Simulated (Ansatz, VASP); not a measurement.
# One calculation of NaF, two programs

```
Na F
1.0
     2.79349    0.00000    0.00000
     0.00000    2.79349    0.00000
     0.00000    0.00000    2.79349
Na F
1 1
Cartesian
  0.0000 0.0000 0.0000
  1.3967 1.3967 1.3967
```

Alike in both runs: task single point; functional HSE06; k mesh 4 × 4 × 4; no spin polarisation.

|  | VASP | Ansatz |
| --- | --- | --- |
| version | VASP 6.6.1 | Ansatz 0.2.0 |
| potentials or method | VASP PAW PBE potentials, release 64 (Na_pv, F) | plane waves |
| plane-wave cutoff (eV) | 520 | 420 |
| occupations | gaussian, width 0.01 eV | fixed |
| valence electrons in the cell | 14 | 16 |

|  | VASP | Ansatz | Ansatz less VASP |
| --- | --- | --- | --- |
| gap on the k mesh at the Fermi level (eV) | 8.30 | 8.33 | +0.033 |
| pressure (GPa) | 1.9 | 1.8 | -0.06 |

The two sets of potentials don't hold the same shells in valence. Ansatz warned: «stress_exchange_threshold_loose».

Caveats: the k mesh is coarse (spacing up to 0.56 Å⁻¹), so the values aren't converged, least of all with exact exchange; the PAW data sets were made with another functional, which shifts forces and pressure a little (VASP). A k mesh can miss the band edges.
